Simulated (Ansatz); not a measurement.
All numbers below come from DFT PBE, scalar-relativistic, plane waves, PAW (Ansatz 0.2.0). Settings: cutoff 420 eV, Γ-centred meshes spaced at most about 0.3 Å⁻¹, and about 0.25 Å⁻¹ or finer for metals (2π included), Gaussian smearing. No spin polarisation in the final relaxations.

Temperature and zero-point effects are left out.

Two forms of Se were relaxed alike.

A.

Space group P4/mbm (No. 127). a = 7.641 Å, b = 7.641 Å, c = 2.759 Å, α = 90.00°, β = 90.00°, γ = 90.00°
| atom | site | symmetry | x | y | z |
| --- | --- | --- | --- | --- | --- |
| Se | 2a | 4/m.. | 0.5000 | 0.5000 | 0.0000 |
| Se | 4g | m.2m | 0.8907 | 0.6093 | 0.0000 |

B.

Space group P6/mmm (No. 191). a = 7.748 Å, b = 7.748 Å, c = 4.474 Å, α = 90.00°, β = 90.00°, γ = 120.00°
```
atom  site  symmetry       x       y       z
  Se    6m       mm2  0.8023  0.1977  0.5000
  Se    2c      -6m2  0.3333  0.6667  0.0000
```

Task: Which is lower in energy, and by how much?

Result: A is lower, by 230 meV/atom. A has space group P4/mbm (No. 127), 26.8 Å³/atom and no gap on its mesh; B has space group P6/mmm (No. 191), 29.1 Å³/atom and no gap. Counting all near atoms (those within 1.25 times the shortest such distance or 1.15 times the sum of covalent radii; a plus sign parts nearer from farther groups; the shortest distance is added where it is long for a bond; a slash parts the counts of unlike sites), A has Se 1+2/2+4 and B has Se 4+2/6 from 2.9 Å. In A, around Se on a site of symmetry 4/m lie 2 Se at 2.76 Å and 4 Se at 3.10 Å; Se on a site of symmetry m2m is surrounded by 1 Se at 2.36 Å, 2 Se at 2.76 Å and 2 Se at 3.10 Å. In B, Se on a site of symmetry mm2 has 2 Se at 2.65 Å, 2 Se at 2.88 Å and 2 Se at 3.15 Å; Se on a site of symmetry -6m2 has 6 Se at 2.88 Å. Both come from invented guesses. A third cell relaxed alike, in Pnma, lies 208 meV/atom below the lower of the two. The part of the Crystallography Open Database at hand lists Se in space groups No. 14, 148, 152, 154, 166 and others; no cell shown has one of them.

Weakly bound directions are ill-defined at this level, which has no dispersion term (P4/mbm), and this can change margins and order among such cells. A magnetic state wasn't ruled out in cells without spin, among them P4/mbm, P6/mmm. Cells relaxed within their symmetry can be saddle points.
